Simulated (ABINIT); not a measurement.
# BN (P6_3mc) in ABINIT: further runs, part 2 of 3

ABINIT 10.8.3 (patched build).

**3. Band structure, PBE**

run.abi reads:

```
# Datasets: ground state, then fixed potential
ndtset 2

# Pseudopotentials
pp_dirpath "./"
pseudos "07_N_5_1.2_1.4_pbe_n_v1.0.psp8, 05_B_3_1.5_1.7_pbe_n_v1.0.psp8"

# Structure
acell 2.5539396017 2.5539396017 4.226855 Angstrom
rprim
     1.0000000000     0.0000000000     0.0000000000
    -0.5000000000     0.8660254038     0.0000000000
     0.0000000000     0.0000000000     1.0000000000
ntypat 2
znucl 7 5
natom 4
typat 1 1 2 2
xcart
    -0.0000000002     1.4745177166     0.5295234870
     1.2769698010     0.7372588582     2.6429509870
    -0.0000000002     1.4745177166     2.1122608880
     1.2769698010     0.7372588582     4.2256883880 Angstrom

# Plane-wave basis
ecut 35.0

# Exchange and correlation
ixc 11

# Bands and occupations
occopt 3
tsmear 0.05 eV

# SCF cycle
nstep 100

# Output
iomode 3
prtwf 0
prteig 0
prtebands 0
enunit 1
prtden1 1

# Dataset 1
kptopt1 1
ngkpt1 12 12 6
nshiftk1 1
shiftk1 0.0 0.0 0.0
nband1 12
tolvrs1 1.0e-10

# Dataset 2: bands along G-M-K-G-A-L-H-A
iscf2 -2
getden2 1
nband2 18
nbdbuf2 4
tolwfr2 1.0e-11
kptopt2 -7
ndivsm2 8
prteig2 1
kptbounds2
     0.0000000000     0.0000000000     0.0000000000
     0.5000000000     0.0000000000     0.0000000000
     0.3333333333     0.3333333333     0.0000000000
     0.0000000000     0.0000000000     0.0000000000
     0.0000000000     0.0000000000     0.5000000000
     0.5000000000     0.0000000000     0.5000000000
     0.3333333333     0.3333333333     0.5000000000
     0.0000000000     0.0000000000     0.5000000000
```

Potentials or basis: SPMS NC PBE v1.0.

The run is started by

```
abinit run.abi > log 2>&1
```

run.abo:

```text
.Version 10.8.3 of ABINIT
 DATASET    1 : space group P6_3 m c (#186); Bravais hP (primitive hexag.)
================================================================================
 Values of the parameters that define the memory need for DATASET  1.
     intxc =       0    ionmov =       0      iscf =       7    lmnmax =       4
     lnmax =       4     mgfft =      45  mpssoang =       2    mqgrid =    3001
     natom =       4  nloc_mem =       1    nspden =       1   nspinor =       1
    nsppol =       1      nsym =      12    n1xccc =    2501    ntypat =       2
    occopt =       3   xclevel =       2
       mpw =        1615          nfft =       32805          nkpt =          76
================================================================================
================================================================================

 DATASET    2 : space group P6_3 m c (#186); Bravais hP (primitive hexag.)
================================================================================
 Values of the parameters that define the memory need for DATASET  2.
     intxc =       0    ionmov =       0      iscf =      -2    lmnmax =       4
     lnmax =       4     mgfft =      45  mpssoang =       2    mqgrid =    3001
     natom =       4  nloc_mem =       1    nspden =       1   nspinor =       1
    nsppol =       1      nsym =      12    n1xccc =    2501    ntypat =       2
    occopt =       3   xclevel =       2
       mpw =        1617          nfft =       32805          nkpt =          93
================================================================================
================================================================================

--------------------------------------------------------------------------------
------------- Echo of variables that govern the present computation ------------
--------------------------------------------------------------------------------
 -outvars: echo values of preprocessed input variables --------
            acell      4.8262463893E+00  4.8262463893E+00  7.9875983239E+00 Bohr
              amu      1.40067400E+01  1.08110000E+01
             ecut      3.50000000E+01 Hartree
           enunit           1
           getden1          0
           getden2          1
             iscf1          7
             iscf2         -2
                       outvar_i_n : Printing only first  50 k-points.
              ixc          11
           jdtset        1    2
                       outvar_i_n : Printing only first  50 k-points.
           kptopt1          1
           kptopt2         -7
         kptrlatt       12    0    0      0   12    0      0    0    6
          kptrlen1     4.79255899E+01
          kptrlen2     3.00000000E+01
            natom           4
            nband1         12
            nband2         18
           nbdbuf1          0
           nbdbuf2          4
           ndtset           2
           ndivsm1          0
           ndivsm2          8
            ngfft          27      27      45
             nkpt1         76
             nkpt2         93
            nstep         100
             nsym          12
           ntypat           2
                       prtocc : prtvol=0, do not print more k-points.
           occopt           3
        prtebands           0
           prteig1          0
           prteig2          1
            prtwf           0
            rprim      1.0000000000E+00  0.0000000000E+00  0.0000000000E+00
                      -5.0000000000E-01  8.6602540380E-01  0.0000000000E+00
                       0.0000000000E+00  0.0000000000E+00  1.0000000000E+00
[... 889 lines left out ...]
iteration_state: {dtset: 2, }
comment   : Summary of ground state results
lattice_vectors:
- [  4.8262464,   0.0000000,   0.0000000, ]
- [ -2.4131232,   4.1796520,   0.0000000, ]
- [  0.0000000,   0.0000000,   7.9875983, ]
lattice_lengths: [   4.82625,    4.82625,    7.98760, ]
lattice_angles: [ 90.000,  90.000, 120.000, ] # degrees, (23, 13, 12)
lattice_volume:   1.6112608E+02
convergence: {deltae:  0.000E+00, res2:  0.000E+00, residm:  9.991E-12, diffor:  0.000E+00, }
etotal    :  -2.67881536E+01
entropy   :   0.00000000E+00
fermie    :   3.84485628E-01
cartesian_stress_tensor: null
pressure_GPa: null
xred      :
- [  3.3333E-01,   6.6667E-01,   1.2528E-01,  N]
- [  6.6667E-01,   3.3333E-01,   6.2528E-01,  N]
- [  3.3333E-01,   6.6667E-01,   4.9972E-01,  B]
- [  6.6667E-01,   3.3333E-01,   9.9972E-01,  B]
cartesian_forces: null
force_length_stats: {min: null, max: null, mean: null, }
...

 Integrated electronic density in atomic spheres:
 ------------------------------------------------
 Atom  Sphere_radius  Integrated_density
    1        2.00000          5.74285384
    2        2.00000          5.71683491
    3        2.00000          3.26262169
    4        2.00000          3.24864549
================================================================================

 ----iterations are completed or convergence reached----

 Mean square residual over all n,k,spin=   46.039E-13; max=  99.911E-13
 reduced coordinates (array xred) for    4 atoms
       0.333333333319      0.666666666657      0.125276000005
       0.666666666652      0.333333333324      0.625276000005
       0.333333333319      0.666666666657      0.499723999995
       0.666666666652      0.333333333324      0.999723999995

 cartesian coordinates (angstrom) at end:
    1     -0.00000000002500     1.47451771654051     0.52952348700000
    2      1.27696980082500     0.73725885825949     2.64295098700000
    3     -0.00000000002500     1.47451771654051     2.11226088800000
    4      1.27696980082500     0.73725885825949     4.22568838800000
 length scales=  4.826246389323  4.826246389323  7.987598323924 bohr
              =  2.553939601700  2.553939601700  4.226855000000 angstroms
 Eigenvalues (   eV  ) for nkpt=  93  k points:
 kpt#   1, nband= 18, wtk=  1.00000, kpt=  0.0000  0.0000  0.0000 (reduced coord)
 -11.41721   -7.31448   -1.96941    6.74692    6.74692    8.56733    8.84270    8.84270
  17.24298   17.24298   17.42725   18.32894   19.50525   20.72295   20.72295   24.90600
  30.50959   30.51276
 kpt#   2, nband= 18, wtk=  1.00000, kpt=  0.0333  0.0000  0.0000 (reduced coord)
 -11.39317   -7.29598   -1.94553    6.63080    6.69934    8.54310    8.74799    8.81756
  17.17571   17.29284   17.49845   18.40737   19.59952   20.72695   20.79432   24.87189
  29.53461   30.43721
 kpt#   3, nband= 18, wtk=  1.00000, kpt=  0.0667  0.0000  0.0000 (reduced coord)
 -11.32117   -7.24075   -1.87404    6.29823    6.56379    8.45285    8.49198    8.74230
  17.05225   17.43736   17.62469   18.64310   19.84640   20.75615   21.00324   24.76951
  28.56840   30.25213
 kpt#   4, nband= 18, wtk=  1.00000, kpt=  0.1000  0.0000  0.0000 (reduced coord)
 -11.20160   -7.15000   -1.75540    5.78637    6.35668    8.04205    8.35699    8.61896
  16.90607   17.66127   17.76565   19.00548   20.13612   20.88458   21.33479   24.59721
  27.67338   30.05357
 kpt#   5, nband= 18, wtk=  1.00000, kpt=  0.1333  0.0000  0.0000 (reduced coord)
[... 341 lines left out ...]
  18.45906   18.45906   18.61935   18.61935   19.48986   19.48986   22.24065   22.24065
  31.29497   31.29499
 kpt#  91, nband= 18, wtk=  1.00000, kpt=  0.0370  0.0370  0.5000 (reduced coord)
  -9.89140   -9.89140    3.21006    3.21006    7.31413    7.31413    7.53670    7.53670
  18.46539   18.46539   18.65239   18.65239   19.08244   19.08244   22.09677   22.09677
  31.75525   31.75529
 kpt#  92, nband= 18, wtk=  1.00000, kpt=  0.0185  0.0185  0.5000 (reduced coord)
  -9.95474   -9.95474    3.18691    3.18691    7.58674    7.58674    7.64628    7.64628
  18.36712   18.36712   18.74706   18.74706   18.85076   18.85076   21.99563   21.99563
  32.09511   32.09513
 kpt#  93, nband= 18, wtk=  1.00000, kpt=  0.0000  0.0000  0.5000 (reduced coord)
  -9.97589   -9.97589    3.17865    3.17865    7.68304    7.68304    7.68304    7.68304
  18.31543   18.31543   18.78440   18.78440   18.78440   18.78440   21.95864   21.95864
  32.22418   32.22435

== END DATASET(S) ==============================================================
================================================================================

 -outvars: echo values of variables after computation  --------
            acell      4.8262463893E+00  4.8262463893E+00  7.9875983239E+00 Bohr
           etotal1    -2.6788153633E+01
            fcart1     5.5791706555E-29  3.2211356798E-29 -3.3691930188E-04
                      -1.6737511967E-28 -9.6634070393E-29 -3.3691930188E-04
                      -1.6737511967E-28 -9.6634070393E-29  3.3691930188E-04
                       2.7895853278E-28  1.6105678399E-28  3.3691930188E-04
            rprim      1.0000000000E+00  0.0000000000E+00  0.0000000000E+00
                      -5.0000000000E-01  8.6602540380E-01  0.0000000000E+00
                       0.0000000000E+00  0.0000000000E+00  1.0000000000E+00
           strten1     6.3268718046E-05  6.3268717743E-05  9.0914633556E-05
                       0.0000000000E+00  0.0000000000E+00  0.0000000000E+00
           xangst     -2.4999871910E-11  1.4745177165E+00  5.2952348700E-01
                       1.2769698008E+00  7.3725885826E-01  2.6429509870E+00
                      -2.4999871910E-11  1.4745177165E+00  2.1122608880E+00
                       1.2769698008E+00  7.3725885826E-01  4.2256883880E+00
             xred      3.3333333332E-01  6.6666666666E-01  1.2527600000E-01
                       6.6666666665E-01  3.3333333332E-01  6.2527600000E-01
                       3.3333333332E-01  6.6666666666E-01  4.9972400000E-01
                       6.6666666665E-01  3.3333333332E-01  9.9972400000E-01
 Calculation completed.
```

Wall time 55 s (1 thread of Arm Neoverse V2, shared host); peak memory 0.11 GiB.

Results:

```yaml
Free_energy: -728.9428 eV
Pressure: -2.1 GPa
Largest_force: 0.017 eV/Å
Band_gap_on_the_k_mesh: 5.27 eV, indirect (least direct gap 8.30 eV)
Band_gap_along_the_path: 5.27 eV, indirect (least direct gap 8.29 eV)
All_electrons_inside_the_program's_atomic_spheres: N 5.74, 5.72; B 3.26, 3.25
```

Forces in eV/Å, atoms in the order of the input:
```
N    0.000  0.000 -0.017
N    0.000  0.000 -0.017
B    0.000  0.000  0.017
B    0.000  0.000  0.017
```

Levels at the corners of the path, in eV from the valence-band top:
```
point  band 5  band 6  band 7  band 8  band 9  band 10  band 11  band 12
    Γ   -2.10   -0.28    0.00    0.00    8.40     8.40     8.58     9.49
    M   -6.84   -4.93   -4.35   -2.09    6.77     7.98    10.62    11.46
    K   -7.15   -5.37   -5.36   -5.36    5.27    13.39    13.39    13.85
    Γ   -2.10   -0.28    0.00    0.00    8.40     8.40     8.58     9.49
    A   -1.16   -1.16   -1.16   -1.16    9.47     9.47     9.94     9.94
    L   -3.72   -3.72   -3.54   -3.54    6.62     6.62    10.06    10.06
    H   -7.64   -7.64   -3.01   -3.01    9.32     9.32    10.19    10.19
    A   -1.16   -1.16   -1.16   -1.16    9.47     9.47     9.94     9.94
```

(Continued in part 3 of 3.)
